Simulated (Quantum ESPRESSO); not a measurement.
# TiO2 (Anatase) (I4_1/amd) in Quantum ESPRESSO: reference runs

Reference runs on TiO2 (Anatase): the cell as given.

Everything below comes from runs of Quantum ESPRESSO 7.5. Logs are shortened: lines on timing, memory, paths and dates and some standing lists are left out, and cuts for length are marked.

### Step 1. Starting point

Symmetry: I4_1/amd, No. 141, tetragonal system. Conventional cell: a = 3.784 Å, b = 3.784 Å, c = 9.515 Å, α = 90.00°, β = 90.00°, γ = 90.00°. Ti (site symmetry -4m2) is surrounded by 6 O at 1.93 to 1.98 Å. O (site symmetry 2mm) is surrounded by 3 Ti at 1.93 to 1.98 Å.

### Step 2. Single point, PBEsol

pw.in reads:

```
&CONTROL
  calculation = 'scf'
  prefix = 'pwscf'
  outdir = './tmp'
  pseudo_dir = './pseudo'
  tprnfor = .true.
  tstress = .true.
  disk_io = 'low'
/
&SYSTEM
  ibrav = 0
  celldm(1) = 8
  nat = 6
  ntyp = 2
  ecutwfc = 45
  ecutrho = 360
  nbnd = 33
  occupations = 'smearing'
  smearing = 'fd'
  degauss = 0.00367493
/
&ELECTRONS
  conv_thr = 1.2d-09
  electron_maxstep = 120
  mixing_beta = 0.5
/
ATOMIC_SPECIES
Ti    47.8670 ti_pbesol_v1.4.uspp.F.UPF
O     15.9990 o_pbesol_v1.2.uspp.F.UPF
CELL_PARAMETERS alat
 -0.4469438500506   0.4469438500506   1.1237492615853
  0.4469438500506  -0.4469438500506   1.1237492615853
  0.4469438500506   0.4469438500506  -1.1237492615853
ATOMIC_POSITIONS crystal
Ti     0.7500000000    0.2500000000    0.5000000000
Ti     0.0000000000    0.0000000000    0.0000000000
O      0.7919000000    0.7919000000    0.0000000000
O      0.5419000000    0.0419000000    0.5000000000
O      0.9581000000    0.4581000000    0.5000000000
O      0.2081000000    0.2081000000    0.0000000000
K_POINTS automatic
10 10 10 0 0 0
```

pp_density.in reads:

```
&INPUTPP
  prefix = 'pwscf'
  outdir = './tmp'
  filplot = 'density.dat'
  plot_num = 0
/
&PLOT
  nfile = 1
  filepp(1) = 'density.dat'
  iflag = 3
  output_format = 6
  fileout = 'density.cube'
/
```

pp_potential.in reads:

```
&INPUTPP
  prefix = 'pwscf'
  outdir = './tmp'
  filplot = 'potential.dat'
  plot_num = 11
/
&PLOT
  nfile = 1
  filepp(1) = 'potential.dat'
  iflag = 3
  output_format = 6
  fileout = 'potential.cube'
/
```

Potentials or basis: GBRV 1.5 PBEsol.

Launch:

```bash
$ OMP_NUM_THREADS=1 mpirun -n 2 pw.x -nk 2 -in pw.in > pw.out
$ OMP_NUM_THREADS=1 mpirun -n 1 pp.x -in pp_density.in > pp_density.out
$ OMP_NUM_THREADS=1 mpirun -n 1 pp.x -in pp_potential.in > pp_potential.out
```

pw.out:

```text
This program is part of the open-source Quantum ESPRESSO suite
     for quantum simulation of materials; please cite
[... 13 lines left out ...]
     --------------------
     sticks:   dense  smooth     PW     G-vecs:    dense   smooth      PW
     Sum        2609    1295    463                53139    18763    3975

     Using Slab Decomposition

     bravais-lattice index     =            0
     lattice parameter (alat)  =       8.0000  a.u.
     unit-cell volume          =     459.7326 (a.u.)^3
     number of atoms/cell      =            6
     number of atomic types    =            2
     number of electrons       =        48.00
     number of Kohn-Sham states=           33
     kinetic-energy cutoff     =      45.0000  Ry
     charge density cutoff     =     360.0000  Ry
     scf convergence threshold =      1.2E-09
     mixing beta               =       0.5000
     number of iterations used =            8  plain     mixing
     Exchange-correlation= SLA  PW   PSX  PSC
                           (   1   4  10   8   0   0   0)

     celldm(1)=   8.000000  celldm(2)=   0.000000  celldm(3)=   0.000000
     celldm(4)=   0.000000  celldm(5)=   0.000000  celldm(6)=   0.000000

     crystal axes: (cart. coord. in units of alat)
               a(1) = (  -0.446944   0.446944   1.123749 )
               a(2) = (   0.446944  -0.446944   1.123749 )
               a(3) = (   0.446944   0.446944  -1.123749 )

     reciprocal axes: (cart. coord. in units 2 pi/alat)
               b(1) = ( -0.000000  1.118709  0.444939 )
               b(2) = (  1.118709 -0.000000  0.444939 )
               b(3) = (  1.118709  1.118709  0.000000 )

     PseudoPot. # 1 for Ti read from file:
     ti_pbesol_v1.4.uspp.F.UPF
     Pseudo is Ultrasoft + core correction, Zval = 12.0
     Generated by new atomic code, or converted to UPF format
     Using radial grid of  851 points,  6 beta functions with:
                l(1) =   0
                l(2) =   0
                l(3) =   1
                l(4) =   1
                l(5) =   2
                l(6) =   2
     Q(r) pseudized with  6 coefficients,  rinner =    1.000   1.000   1.000
                                                       1.000   1.000

     PseudoPot. # 2 for O  read from file:
     o_pbesol_v1.2.uspp.F.UPF
     Pseudo is Ultrasoft + core correction, Zval =  6.0
     Generated by new atomic code, or converted to UPF format
     Using radial grid of  737 points,  5 beta functions with:
                l(1) =   0
                l(2) =   0
                l(3) =   1
                l(4) =   1
                l(5) =   2
     Q(r) pseudized with  8 coefficients,  rinner =    0.900   0.900   0.900
                                                       0.900   0.900

     atomic species   valence    mass     pseudopotential
     Ti               12.00    47.86700     Ti( 1.00)
     O                 6.00    15.99900     O ( 1.00)

     16 Sym. Ops., with inversion, found ( 8 have fractional translation)

   Cartesian axes

     site n.     atom                  positions (alat units)
         1        Ti     tau(   1) = (   0.0000000   0.4469439   0.5618746  )
         2        Ti     tau(   2) = (   0.0000000   0.0000000   0.0000000  )
         3        O      tau(   3) = (   0.0000000   0.0000000   1.7797941  )
         4        O      tau(   4) = (  -0.0000000   0.4469439   0.0941702  )
         5        O      tau(   5) = (   0.0000000   0.4469439   1.0295791  )
         6        O      tau(   6) = (   0.0000000   0.0000000   0.4677044  )

     number of k points=   102  Fermi-Dirac smearing, width (Ry)=  0.0037

     Number of k-points >= 100: set verbosity='high' to print them.

     Dense  grid:    53139 G-vectors     FFT dimensions: (  64,  64,  64)

     Smooth grid:    18763 G-vectors     FFT dimensions: (  48,  48,  48)

     Check: negative core charge=   -0.000011

     Initial potential from superposition of free atoms

     starting charge      45.9999, renormalised to      48.0000

     negative rho (up, down):  2.031E-03 0.000E+00
     Starting wfcs are   36 randomized atomic wfcs

     Self-consistent Calculation

     iteration #  1     ecut=    45.00 Ry     beta= 0.50
     Davidson diagonalization with overlap
     ethr =  1.00E-02,  avg # of iterations =  2.0

     negative rho (up, down):  2.645E-03 0.000E+00

     total energy              =    -367.52526604 Ry
     estimated scf accuracy    <       1.11540093 Ry

     iteration #  2     ecut=    45.00 Ry     beta= 0.50
     Davidson diagonalization with overlap
     ethr =  2.32E-03,  avg # of iterations =  3.8

     negative rho (up, down):  1.931E-03 0.000E+00

     total energy              =    -367.37631306 Ry
     estimated scf accuracy    <       3.32906664 Ry

     iteration #  3     ecut=    45.00 Ry     beta= 0.50
     Davidson diagonalization with overlap
     ethr =  2.32E-03,  avg # of iterations =  3.1

     negative rho (up, down):  1.967E-03 0.000E+00

     total energy              =    -367.98109895 Ry
     estimated scf accuracy    <       0.10021968 Ry

     iteration #  4     ecut=    45.00 Ry     beta= 0.50
     Davidson diagonalization with overlap
     ethr =  2.09E-04,  avg # of iterations =  2.0

     negative rho (up, down):  1.958E-03 0.000E+00

     total energy              =    -367.99563673 Ry
     estimated scf accuracy    <       0.00250855 Ry

     iteration #  5     ecut=    45.00 Ry     beta= 0.50
     Davidson diagonalization with overlap
     ethr =  5.23E-06,  avg # of iterations =  4.6

     negative rho (up, down):  1.947E-03 0.000E+00

     total energy              =    -367.99648496 Ry
     estimated scf accuracy    <       0.00029781 Ry

     iteration #  6     ecut=    45.00 Ry     beta= 0.50
     Davidson diagonalization with overlap
     ethr =  6.20E-07,  avg # of iterations =  2.1

     negative rho (up, down):  1.950E-03 0.000E+00

     total energy              =    -367.99653221 Ry
     estimated scf accuracy    <       0.00000766 Ry

     iteration #  7     ecut=    45.00 Ry     beta= 0.50
     Davidson diagonalization with overlap
     ethr =  1.60E-08,  avg # of iterations =  3.8

     negative rho (up, down):  1.953E-03 0.000E+00

     total energy              =    -367.99653430 Ry
     estimated scf accuracy    <       0.00000021 Ry

     iteration #  8     ecut=    45.00 Ry     beta= 0.50
     Davidson diagonalization with overlap
     ethr =  4.31E-10,  avg # of iterations =  3.0

     negative rho (up, down):  1.953E-03 0.000E+00

     total energy              =    -367.99653436 Ry
     estimated scf accuracy    <       0.00000013 Ry

     iteration #  9     ecut=    45.00 Ry     beta= 0.50
     Davidson diagonalization with overlap
     ethr =  2.64E-10,  avg # of iterations =  1.8

     negative rho (up, down):  1.953E-03 0.000E+00

     total energy              =    -367.99653438 Ry
     estimated scf accuracy    <          2.6E-09 Ry

     iteration # 10     ecut=    45.00 Ry     beta= 0.50
     Davidson diagonalization with overlap
     ethr =  5.46E-12,  avg # of iterations =  3.2

     negative rho (up, down):  1.953E-03 0.000E+00

     End of self-consistent calculation

     Number of k-points >= 100: set verbosity='high' to print the bands.

     the Fermi energy is     8.3260 ev

!    total energy              =    -367.99653439 Ry
     estimated scf accuracy    <          9.9E-11 Ry
     smearing contrib. (-TS)   =      -0.00000000 Ry
     internal energy E=F+TS    =    -367.99653439 Ry

     The total energy is F=E-TS. E is the sum of the following terms:
     one-electron contribution =    -160.37693033 Ry
     hartree contribution      =     101.07990320 Ry
     xc contribution           =     -64.52263792 Ry
     ewald contribution        =    -244.17686934 Ry

     convergence has been achieved in  10 iterations

     negative rho (up, down):  1.953E-03 0.000E+00

     Forces acting on atoms (cartesian axes, Ry/au):

     atom    1 type  1   force =    -0.00000000    0.00000000    0.00000000
     atom    2 type  1   force =     0.00000000    0.00000000   -0.00000000
     atom    3 type  2   force =     0.00000000    0.00000000   -0.00007724
     atom    4 type  2   force =     0.00000000    0.00000000   -0.00007724
     atom    5 type  2   force =     0.00000000   -0.00000000    0.00007724
     atom    6 type  2   force =    -0.00000000   -0.00000000    0.00007724

     Total force =     0.000154     Total SCF correction =     0.000012

     Computing stress (Cartesian axis) and pressure

     negative rho (up, down):  1.953E-03 0.000E+00
          total   stress  (Ry/bohr**3)                   (kbar)     P=       -7.53
  -0.00007073   0.00000000   0.00000000          -10.40        0.00        0.00
   0.00000000  -0.00007073  -0.00000000            0.00      -10.40       -0.00
   0.00000000  -0.00000000  -0.00001216            0.00       -0.00       -1.79

=------------------------------------------------------------------------------=
   JOB DONE.
=------------------------------------------------------------------------------=
```

Run time: 71 s. Hardware: 2 MPI ranks of Intel Xeon 6975P-C (Granite Rapids), shared host; peak memory 0.44 GiB.

What came out:

| Quantity | Value |
| --- | --- |
| Free energy | -5006.8479 eV |
| Pressure | -0.8 GPa |
| Band gap on the k mesh | 2.09 eV, indirect (least direct gap 2.42 eV) |

A k mesh can miss the band edges.
